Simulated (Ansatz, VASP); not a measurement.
# Two plane-wave programs on NaCl

INCAR

```
PREC = Accurate
ENCUT = 520
EDIFF = 1E-6
ISMEAR = 0
SIGMA = 0.02
LREAL = F
LASPH = T
NELM = 100
ALGO = Fast
ISIF = 2
LWAVE = F
LCHARG = F
GGA = PS
NBANDS = 14
```

File KPOINTS:

```
regular mesh
0
Gamma
  8 8 8
```

Contents of POSCAR:

```
NaCl
1.0
    0.0821207500      2.7827607250      2.7817129775
    2.8691857350      0.0318288700      2.8320048575
    2.9003349850      2.8642018550      0.0006796200
Na Cl
1 1
Direct
    0.0111362232     -0.0061181248     -0.0142332480
    0.4888637768      0.5061181248      0.5142332480
```

Input for Ansatz:

```yaml
crystal:
  lattice:
    - [0.08212075, 2.782760725, 2.7817129775]
    - [2.869185735, 0.03182887, 2.8320048575]
    - [2.900334985, 2.864201855, 0.00067962]
  atoms:
    - { symbol: Na, position: [0.0111362232, -0.0061181248, -0.014233248] }
    - { symbol: Cl, position: [0.4888637768, 0.5061181248, 0.514233248] }
basis:
  ecutwfc: 420
kpoints:
  mp_grid: { grid: [8, 8, 8] }
hamiltonian:
  xc: pbesol
scf:
  occupations: { method: gaussian, width: 0.02 }
output:
  forces: true
  stress: true
  eigenvalues: true
```

Change from the starting cell: all atoms moved at random, cell strained at random.

Alike in both runs: task single point; functional PBEsol; k mesh 8 × 8 × 8; occupations gaussian, width 0.02 eV; no spin polarisation.

|  | VASP | Ansatz |
| --- | --- | --- |
| version | VASP 6.6.1 | Ansatz 0.2.0 |
| potentials or method | VASP PAW PBE potentials, release 64 (Na_pv, Cl) | scalar-relativistic, plane waves, PAW |
| plane-wave cutoff (eV) | 520 | 420 |
| valence electrons in the cell | 14 | 16 |

VASP gave:

- gap on the k mesh at the Fermi level (eV): 4.84
- least direct gap on the mesh (eV): 4.84
- pressure (GPa): -0.4
- largest component of the traceless stress (GPa): 0.47
- rms of the force components (eV/Å): 0.084

Estimate Ansatz's values.

gap on the k mesh at the Fermi level (eV): 4.84; least direct gap on the mesh (eV): 4.84; pressure (GPa): -0.3; largest component of the traceless stress (GPa): 0.47; rms of the force components (eV/Å): 0.082.

Atom by atom the forces differ by 0.002 eV/Å (rms over components). With one functional, cell and mesh, what is left measures potentials, basis and numerics. The two sets of potentials don't hold the same shells in valence.

Caveats: the PAW data sets were made with another functional, which shifts forces and pressure a little (VASP). A k mesh can miss the band edges.
